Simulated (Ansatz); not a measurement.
Zr:

```xyz
2
Lattice="3.2320 0.0000 0.0000 -1.6160 2.7990 0.0000 0.0000 0.0000 5.1470" Properties=species:S:1:pos:R:3 pbc="T T T"
Zr   -0.0078    1.8869    1.3068
Zr    1.6238    0.9121    3.8402
```

The cell isn't the ideal one: atom 2 moved 0.06 Å.

Program: Ansatz 0.2.0. Alike in all runs: task band structure; potentials or basis Ansatz PAW; no spin polarisation; cell atom 2 moved 0.06 Å; smearing fermi-dirac 0.05 eV.

Order these runs on this cell by their pressure, lowest first.
A. level BLYP; k mesh 9 × 9 × 5; cutoff (eV) 420
B. level PBEsol; k mesh 9 × 9 × 5; cutoff (eV) 420
C. level LDA; k mesh 9 × 9 × 5; cutoff (eV) 420
D. level r2SCAN; k mesh 7 × 7 × 4; cutoff (eV) 500

C (-6.0 GPa), B (-3.2 GPa), D (1.1 GPa), A (3.7 GPa).

Caveats: the PAW data sets come from PBE, with cores solved anew for the run's functional, which leaves a small shift of forces and pressure.

Runs at the PBE level aren't shown here.
